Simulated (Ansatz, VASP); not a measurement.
**S in VASP and in Ansatz**

The input POSCAR:

```
S
1.0
    0.0000000000      2.0112026044      2.0112026044
    2.0112026044      0.0000000000      2.0112026044
    2.0112026044      2.0112026044      0.0000000000
S
1
Direct
    0.0000000000      0.0000000000      0.0000000000
```

The input INCAR.step1:

```
SYSTEM = S
  ALGO = Normal
  EDIFF = 1E-4
  ENCUT = 520
  GGA = PE
  ISMEAR = 0
  LASPH = .TRUE.
  LCHARG = .FALSE.
  LREAL = .FALSE.
  LWAVE = .TRUE.
  NBANDS = 9
  NELM = 80
  PREC = Accurate
  SIGMA = 0.1
```

The input INCAR.step2:

```
SYSTEM = S
  ALGO = Normal
  EDIFF = 1E-6
  ENCUT = 520
  ISIF = 2
  ISMEAR = 0
  ISTART = 1
  LASPH = .TRUE.
  LCHARG = .FALSE.
  LMIXTAU = .TRUE.
  LREAL = .FALSE.
  LWAVE = .FALSE.
  METAGGA = R2SCAN
  NBANDS = 9
  NELM = 80
  PREC = Accurate
  SIGMA = 0.1
```

The input KPOINTS:

```
k-points
0
G
  18 18 18
  0 0 0
```

Input for Ansatz:

```yaml
crystal:
  lattice:
    - [0.0, 2.0112026044, 2.0112026044]
    - [2.0112026044, 0.0, 2.0112026044]
    - [2.0112026044, 2.0112026044, 0.0]
  atoms:
    - { symbol: S, position: [0.0, 0.0, 0.0] }
basis:
  ecutwfc: 500
kpoints:
  mp_grid: { grid: [18, 18, 18] }
hamiltonian:
  xc: r2scan
scf:
  occupations: { method: gaussian, width: 0.1 }
output:
  forces: true
  stress: true
  eigenvalues: true
```

Alike in both runs: task single point; functional r2SCAN; k mesh 18 × 18 × 18; occupations gaussian, width 0.1 eV; no spin polarisation.

|  | VASP | Ansatz |
| --- | --- | --- |
| version | VASP 6.6.1 | Ansatz 0.2.0 |
| potentials or method | VASP PAW PBE potentials, release 64 (S) | scalar-relativistic, plane waves, PAW |
| plane-wave cutoff (eV) | 520 | 500 |
| valence electrons in the cell | 6 | 6 |

Ansatz gave:

```
gap on the k mesh at the Fermi level (eV) : none
pressure (GPa)                            : -1.2
```

Q: Which values does VASP return?

A: gap on the k mesh at the Fermi level (eV): none; pressure (GPa): -1.4.

A gap of «none» marks a metal or a gap that the smearing closes. The functional is the same, so the differences come from potentials, cutoffs and numerics.

Caveats: the PAW data sets were made with another functional, which shifts forces and pressure a little (VASP).
